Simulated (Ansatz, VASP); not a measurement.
TlCl: VASP beside Ansatz

```
CELL_PARAMETERS angstrom
3.83400 0.00000 0.00000
0.00000 3.83400 0.00000
0.00000 0.00000 3.83400
ATOMIC_POSITIONS crystal
Tl 0.00000 0.00000 0.00000
Cl 0.50000 0.50000 0.50000
```

Alike in both runs: task single point; functional PBE; k mesh 4 × 4 × 4; no spin polarisation.

|  | VASP | Ansatz |
| --- | --- | --- |
| version | VASP 6.6.1 | Ansatz 0.2.0 |
| potentials or method | VASP PAW PBE potentials, release 64 (Tl_d, Cl) | plane waves, norm-conserving potentials |
| plane-wave cutoff (eV) | 520 | 820 |
| occupations | gaussian, width 0.01 eV | fixed |
| valence electrons in the cell | 20 | 20 |

|  | VASP | Ansatz | Ansatz less VASP |
| --- | --- | --- | --- |
| gap on the k mesh at the Fermi level (eV) | 2.08 | 2.08 | 0.000 |

Caveats: spin-orbit coupling is left out, which as a rule narrows the gap of such compounds by several tenths of an eV. As with any semilocal functional, this PBE gap is likely too small. A k mesh can miss the band edges.
